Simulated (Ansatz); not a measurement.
## How settings move the G0W0 gap of GaP (zincblende)

GaP (zincblende), relaxed with r2SCAN; one-shot G0W0 in Ansatz without spin-orbit coupling. Spin-unpolarised throughout; all numbers are computed.

```xyz
2
Lattice="0.0000 2.7254 2.7254 2.7254 0.0000 2.7254 2.7254 2.7254 0.0000" Properties=species:S:1:pos:R:3 pbc="T T T"
Ga    0.0000    0.0000    0.0000
P     1.3627    1.3627    1.3627
```

Gaps are read over the mesh points alone. G0W0 values are finite-basis, finite-mesh values.
```
 start       potentials      frequency model   mesh  empty bands  screening cutoff (eV)  Kohn-Sham gap (eV)  G0W0 gap (eV)        rough cost
   PBE              PAW  contour deformation  4×4×4           65                     80                1.63           1.97    7 core-seconds
   PBE              PAW  contour deformation  4×4×4          152                    140                1.63           2.09   28 core-seconds
   PBE              PAW  contour deformation  4×4×4          279                    210                1.63           2.13  110 core-seconds
 HSE06              PAW  contour deformation  4×4×4          152                    140                2.30           2.39   60 core-seconds
   LDA              PAW  contour deformation  4×4×4          152                    140                1.46           2.04   27 core-seconds
r2SCAN              PAW  contour deformation  4×4×4          152                    140                1.88           2.25   30 core-seconds
   PBE              PAW     Godby-Needs pole  4×4×4          152                    140                1.63           2.05   26 core-seconds
   PBE              PAW  contour deformation  6×6×6           65                     80                1.65           2.03   40 core-seconds
   PBE  norm-conserving  contour deformation  4×4×4          152                    140                1.63           2.08   60 core-seconds
```

The quasiparticle gap on this mesh is 2.13 eV (Γ to X), against 1.63 eV from PBE: +0.50 eV. Renormalisation factors Z lie between 0.73 and 0.79.

Raising bands and cutoff together moves the gap by +0.12 eV (80 to 140 eV), then +0.04 eV (140 to 210 eV); the last step is still large, so the basis limit isn't reached. Starting from HSE06 (2.30 eV against PBE's 1.63 eV) gives 2.39 eV, +0.30 eV from G0W0@PBE at the same screening cutoff. Starting from LDA (1.46 eV against PBE's 1.63 eV) gives 2.04 eV, -0.05 eV from G0W0@PBE at the same screening cutoff. Starting from r2SCAN (1.88 eV against PBE's 1.63 eV) gives 2.25 eV, +0.16 eV from G0W0@PBE at the same screening cutoff. The Godby-Needs plasmon pole differs from contour deformation by -0.04 eV. A 6×6×6 mesh in place of 4×4×4 changes the opening over PBE by +0.03 eV (the gap on the mesh by +0.06 eV, the PBE gap by +0.02 eV). Norm-conserving potentials (wave cutoff 1088 eV against 420 eV) shift the quasiparticle gap by -0.01 eV and the PBE gap by 0.00 eV. r2SCAN runs take a wave cutoff of 500 eV.

With a shallow d shell on the cation, G0W0 converges slowly in bands and cutoff, so these values are in doubt.
